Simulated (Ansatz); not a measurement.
# Ag: the cost of one run

Computed with Ansatz 0.2.0 (DFT PBE, scalar-relativistic, unless a step's input says otherwise).

## (1) The starting structure

Symmetry: P6_3/mmc, No. 194, hexagonal system. The conventional cell has a = 2.886 Å, b = 2.886 Å, c = 10.000 Å, α = 90.00°, β = 90.00°, γ = 120.00°. Around Ag (site symmetry -6m2) lie 12 Ag at 2.89 to 3.00 Å. Ag (site symmetry -3m) has 12 Ag at 2.89 to 3.00 Å as nearest neighbours.

Coordinates:

```xyz
4
Lattice="2.8862 0.0000 0.0000 -1.4431 2.4995 0.0000 0.0000 0.0000 10.0000" Properties=species:S:1:pos:R:3 pbc="T T T"
Ag    0.0000    1.6663    2.5000
Ag    1.4431    0.8332    7.5000
Ag    0.0000    0.0000    0.0000
Ag    0.0000    0.0000    5.0000
```

Atoms are numbered in the order of the input: Ag1, Ag2, Ag3, Ag4.

## (2) After the deformation

Space group P6_3/mmc before, P6_3/mmc after.

## (3) All-electron LAPW

Input file input.yaml:

```yaml
crystal:
  lattice:
    - [2.9439228868, 0.0, 0.0]
    - [-1.4719614434, 2.5495120068, 0.0]
    - [0.0, 0.0, 10.0]
  atoms:
    - { symbol: Ag, position: [0.3333333333, 0.6666666667, 0.25] }
    - { symbol: Ag, position: [0.6666666667, 0.3333333333, 0.75] }
    - { symbol: Ag, position: [0.0, 0.0, 0.0] }
    - { symbol: Ag, position: [0.0, 0.0, 0.5] }
kpoints:
  mp_grid: { grid: [14, 14, 4] }
  band_path:
    path:
      - [0.0, 0.0, 0.0]
      - [0.5, 0.0, 0.0]
      - [0.3333333333, 0.3333333333, 0.0]
      - [0.0, 0.0, 0.0]
      - [0.0, 0.0, 0.5]
      - [0.5, 0.0, 0.5]
      - [0.3333333333, 0.3333333333, 0.5]
      - [0.0, 0.0, 0.5]
      - [0.5, 0.0, 0.5]
    npoints: 5
scf:
  occupations: { method: fermi_dirac, width: 0.08 }
hamiltonian:
  xc: pbe
  pseudopotentials: { kind: all_electron, lapw: { basis_error: 0.0005 } }
output:
  forces: true
  stress: true
  eigenvalues: true
```

The run is started by

```console
> ansatz run input.yaml --threads 1 --pin off --max-ram 4096MiB --backend cpu --events-out ev --progress --plain --runs-dir out
```

Q: Estimate wall time and peak memory on 1 thread of Arm Neoverse V1, shared host.

About 88 s, with a peak of 0.68 GiB.
